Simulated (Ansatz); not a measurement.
# Transmission past a defect: zigzag graphene nanoribbon (N = 4, H edges), N and N in place of neighbours C and C, part 2 of 5

Wanted: the relaxed defect and the transmission past it, beside the channels of the perfect wire.

Ansatz 0.2.0; DFT PBE, plane waves, PAW; relaxation of a wire's period (the session's first sound run).

So far. Step 2 (The relaxed wire): The cell's length comes to 2.463 Å with an absolute moment of 0.75 μB a cell.

## Step 3: The perfect wire

This step: DFT PBE, plane waves, PAW; channels and complex bands of a perfect wire (Ansatz 0.2.0).

At the relaxed period the Bloch states of the perfect wire are found at each energy: those that move forward count the open channels, and those that decay describe how a disturbance dies away inside the wire itself. An energy step of 0.035 eV is under the 0.039 eV that the program asks for its thermal average at 300 K.

The input, input.yaml:

```yaml
crystal:
  lattice:
    - [16.24, 0.0, 0.0]
    - [0.0, 7.0, 0.0]
    - [0.0, 0.0, 2.4629816094]
  atoms:
    - { symbol: H, position: [0.21419795, 0.5, 0.0] }
    - { symbol: C, position: [0.281445858, 0.5, 0.0], spin: 0.16 }
    - { symbol: C, position: [0.455799875, 0.5, 0.0] }
    - { symbol: C, position: [0.544200069, 0.5, 0.0] }
    - { symbol: C, position: [0.718554169, 0.5, 0.0], spin: -0.16 }
    - { symbol: H, position: [0.785802105, 0.5, 0.0] }
    - { symbol: C, position: [0.323388452, 0.5, 0.5], spin: -0.07 }
    - { symbol: C, position: [0.412357155, 0.5, 0.5], spin: 0.08 }
    - { symbol: C, position: [0.587642812, 0.5, 0.5], spin: -0.08 }
    - { symbol: C, position: [0.676611555, 0.5, 0.5], spin: 0.07 }
magnetization:
  spin_polarized: true
kpoints:
  mp_grid: { grid: [1, 1, 33] }
scf:
  occupations: { method: fermi_dirac, width: 0.05 }
hamiltonian:
  xc: pbe
output:
  transmission:
    e_range: [-1.26, 1.26]
    de: 0.035
    kmesh: [1, 1]
    reduced_basis: true
    leads: [[0, 0]]
basis:
  ecutwfc: "350 eV"
```

Run with:

```bash
$ ansatz run input.yaml --threads 4 --pin off --max-ram 16384MiB --backend cpu --events-out ev --progress --plain --runs-dir out
```

Numbers of over 12 decimals in the logs are rounded to 6 here.

Log:

```text
Warning: basis.ecutwfc = 350 eV is below the records' recommended 420 eV, and the density's cutoff is lower with it unless basis.ecutrho_ratio is high enough to keep the records' density cutoff: compare with a run at a higher cutoff
[...]
Crystal: 10 atoms, lattice volume = 279.992 Å³
Basis set: ecut = 350 eV, 4159 PW (Γ)
Bands: 28, of which v1, the nominal top of the filled ones, is band 17 counted from 1 (16 counted from 0)
Symmetry: 4 space group operations
[...]
k-points: 17 of 33
[...]
Starting moments: Σ|m| = 0.62 μB on 6 of 10 sites
[...]
SCF iter   1: F=—  HF=-2044.288824 eV  |F-HF|=—  |Δ(HF+E_count)|=         —  Δρ=3.56e-2 (↑3.56e-2 ↓3.56e-2)  dr2=1.43e1  dr2_m=1.08e-2  M=-0.000 μB ∫|m|=0.387 μB  β_m=0.30  ethr=3.10e-3  ⟨swp⟩=6.8  Hψ=5012  notcnv=0  defer=53
[...]
SCF iter   2: F=—  HF=-2040.648236 eV  |F-HF|=—  |Δ(HF+E_count)|=    3.64e0  Δρ=2.27e-2 (↑2.27e-2 ↓2.27e-2)  dr2=5.34e0  dr2_m=8.25e-3  M=0.000 μB ∫|m|=0.436 μB  β_m=0.30  ethr=3.10e-3  ⟨swp⟩=3.0  Hψ=2142  notcnv=0  defer=154
spin-set hold released at iteration 2 (site moments show no strong build): the magnetisation degrees of freedom join the quasi-Newton model from the next iteration; the mixer history was kept
SCF iter   3: F=—  HF=-2038.667232 eV  |F-HF|=—  |Δ(HF+E_count)|=    1.98e0  Δρ=5.56e-3 (↑5.56e-3 ↓5.56e-3)  dr2=1.87e-1  dr2_m=5.37e-3  M=0.000 μB ∫|m|=0.470 μB  β_m=0.30  ethr=3.10e-3  ⟨swp⟩=4.0  Hψ=2294  notcnv=0  defer=164
[...]
SCF iter  16: F=-2038.644452 eV  HF=-2038.644452 eV  |F-HF|=9.82e-10  |Δ(HF+E_count)|=  2.49e-10  Δρ=3.78e-7 (↑3.42e-7 ↓3.78e-7)  dr2=1.44e-9  dr2_m=1.59e-10  M=-0.000 μB ∫|m|=0.750 μB  ethr=2.52e-11  ⟨swp⟩=3.5  Hψ=2273  notcnv=0
SCF 1 converged in 16 iterations: F = -2038.644452 eV  dr2 = 1.44e-9
[...]
transmission: 4 of 8 steps passed
transmission: 8 of 8 steps passed
Second SCF, for the conductance: iteration 1, dr2 1.636e-7 eV
Second SCF, for the conductance: iteration 2, dr2 1.523e-8 eV
Second SCF, for the conductance: iteration 3, dr2 5.057e-7 eV
Second SCF, for the conductance: iteration 4, dr2 7.333e-9 eV
Second SCF, for the conductance: iteration 5, dr2 4.106e-8 eV
Second SCF, for the conductance: iteration 6, dr2 1.061e-8 eV
Second SCF, for the conductance: iteration 7, dr2 3.854e-10 eV
Second SCF, for the conductance: iteration 8, dr2 1.435e-10 eV
transmission: 4 of 8 steps passed
transmission: 8 of 8 steps passed
SCF converged after 16 iterations
Magnetization: -0.0000 μB (17.0000 up, 17.0000 down)
Absolute magnetization: 0.7505 μB (∫|ρ↑−ρ↓|, with the PAW one-centre terms)
[...]
Per-site moments (μB) at R_I (Å): [(-0.00200163, 0.450494), (0.051433, 0.450494), (-0.015935, 0.585447), (0.015935, 0.585447), (-0.051433, 0.450494), (0.00200159, 0.450494), (-0.022503, 0.580517), (0.027399, 0.585447), (-0.027399, 0.585447), (0.022503, 0.580517)]
Free energy (F): -2038.644452 eV
[...]
Internal energy: -2038.643706 eV  (E = F + TS)
E sigma→0 (E₀):  -2038.644079 eV
Entropy (-TS):   -0.000746 eV (-0.075 meV/atom)
Fermi energy:    -1.085231 eV
[...]
--- Band table (eV; the first three rows and the last of 34) ---
  k-point 0 ↑: bands = [... 13 lower, -5.4891, -4.5133, -4.4425, -4.2152, 1.6490, 1.7724, 2.2568, 2.3538, ... 7 higher]
  k-point 1 ↑: bands = [... 13 lower, -5.5600, -4.5788, -4.4609, -4.1953, 1.6466, 1.7925, 2.2781, 2.3742, ... 7 higher]
  k-point 2 ↑: bands = [... 13 lower, -5.7653, -4.7681, -4.5185, -4.1370, 1.6368, 1.8524, 2.3422, 2.4351, ... 7 higher]
  k-point 16 ↓: bands = [... 13 lower, -3.6911, -3.3173, -3.2660, -1.4803, -0.7912, 1.0113, 1.1662, 1.6991, ... 7 higher]
--- Transmission ---
  basis      : 825 plane waves across, 4 finite elements along
  points     : 1, standing for a mesh of 1 x 1
  filling    : by a second SCF (8 iterations) under fermi_dirac of width 0.025852 eV on a mesh of 1 x 1 x 72, whose Fermi level is -1.077083 eV
  energies   : 73 from -1.260000 to 1.260000 eV about the Fermi level, 0.035000 eV apart; the leads are filled to 0.000000 eV, and channels, transmission and decay are at 0.000000 eV
  crystal 0  : H2C8, at the sites [0, 0], period 2.4630 Å: whole cells are its period
    offset         : up to 0.0000 Å between an atom of the period and one for which it stands
    filled         : 8.5 meV over the level at which it is neutral
    channels       : 0.000000e0 up, 0.000000e0 down
    conductance    : 7.7957e9 S/m² at 300 K; may be off by some 0.2 % by where its bands' edges are placed, 18.7 % from the distance to neutral
    slowest decay  : 0.0704 /Å at (0.0000, 0.0000)
```

Elapsed: 37 min, on 4 threads of Arm Neoverse V1, shared host; peak memory 5.4 GiB.

The column dr2 measures how far the density is from self-consistency, as an energy; F and HF (Harris–Foulkes) agree once it is small.

Numbers from this step:

* energy at zero smearing: -2038.6441 eV
* absolute moment: 0.7505 μB
* channels at the energy nearest the Fermi level, spin up: 0
* channels at the energy nearest the Fermi level, spin down: 0
* conductance of the lead as this run defines it: 1.14e-4 G₀
* slowest decay in the lead at the energy nearest the Fermi level: 0.0704 Å⁻¹

The open channels of the lead by energy, zero at the Fermi level:

```csv
energy (eV),spin up,spin down
-1.190,1,1
-1.085,1,1
-1.015,1,1
-0.910,1,1
-0.805,1,1
-0.700,1,1
-0.595,1,1
-0.490,1,1
-0.385,2,2
-0.315,2,2
-0.210,0,0
-0.105,0,0
0.000,0,0
0.105,0,0
0.210,0,0
0.315,1,1
0.385,1,1
0.490,1,1
0.595,1,1
0.700,1,1
0.805,1,1
0.910,1,1
1.015,1,1
1.085,1,1
1.190,1,1
```

Spin up; the slowest values at each energy, most degenerate partners merged, listed up to 1.5 1/Å. Im kz of the slowest decaying states against energy, zero at the Fermi level:

```csv
energy (eV),decay 1 (Å⁻¹),decay 2 (Å⁻¹),decay 3 (Å⁻¹),decay 4 (Å⁻¹)
-1.190,0.134,0.162,0.388,0.435
-1.015,0.139,0.160,0.398,0.441
-0.805,0.139,0.151,0.408,0.448
-0.595,0.127,0.128,0.418,0.453
-0.385,0.111,0.427,0.458,0.476
-0.210,0.0424,0.132,0.434,0.462
0.000,0.0704,0.132,0.441,0.466
0.210,0.0555,0.103,0.447,0.469
0.385,0.0985,0.121,0.452,0.471
0.595,0.125,0.147,0.456,0.473
0.805,0.133,0.156,0.461,0.474
1.015,0.131,0.155,0.464,0.475
1.190,0.124,0.150,0.466,0.475
```

Spin down; the slowest values at each energy, most degenerate partners merged, listed up to 1.5 1/Å. Im kz of the slowest decaying states against energy, zero at the Fermi level:

```csv
energy (eV),decay 1 (Å⁻¹),decay 2 (Å⁻¹),decay 3 (Å⁻¹),decay 4 (Å⁻¹)
-1.190,0.134,0.162,0.388,0.435
-1.085,0.138,0.162,0.394,0.439
-1.015,0.139,0.160,0.398,0.441
-0.910,0.140,0.157,0.403,0.445
-0.805,0.139,0.151,0.408,0.448
-0.700,0.135,0.142,0.413,0.451
-0.595,0.127,0.128,0.418,0.453
-0.490,0.0968,0.118,0.423,0.456
-0.385,0.111,0.427,0.458,0.476
-0.315,0.122,0.430,0.460,0.476
-0.210,0.0424,0.132,0.434,0.462
-0.105,0.0635,0.135,0.437,0.464
0.000,0.0704,0.132,0.441,0.466
0.105,0.0688,0.124,0.444,0.467
0.210,0.0555,0.103,0.447,0.469
0.315,0.0723,0.0929,0.450,0.470
0.385,0.0985,0.121,0.452,0.471
0.490,0.116,0.138,0.454,0.472
0.595,0.125,0.147,0.456,0.473
0.700,0.130,0.153,0.459,0.474
0.805,0.133,0.156,0.461,0.474
0.910,0.133,0.156,0.462,0.475
1.015,0.131,0.155,0.464,0.475
1.085,0.129,0.154,0.465,0.475
1.190,0.124,0.150,0.466,0.475
```

By hand: the program gives 7.7957 × 10^9 S/m² over the cell's cross-section of 113.68 Å² = 1.137 × 10^-18 m², so one cell conducts 8.862 × 10^-9 S. Divided by G0 = 2e²/h = 7.748 × 10^-5 S this is 1.1e-4 G0, a resistance of 1.1e5 kΩ.

At the computed energy nearest the Fermi level there are 0 spin-up and 0 spin-down channels, and the thermal average gives 1.1e-4 G₀.

(Continued in part 3 of 5.)

[Logs are printed without paths, hosts, clocks, repeated set-up lines and the standing remarks that a program may print on its own settings, such as how far it seeks lower states.]

[Hosts, paths, dates, database ids (printed as entryN), source tags and the programs' standing remarks are cut or masked in the printed files.]
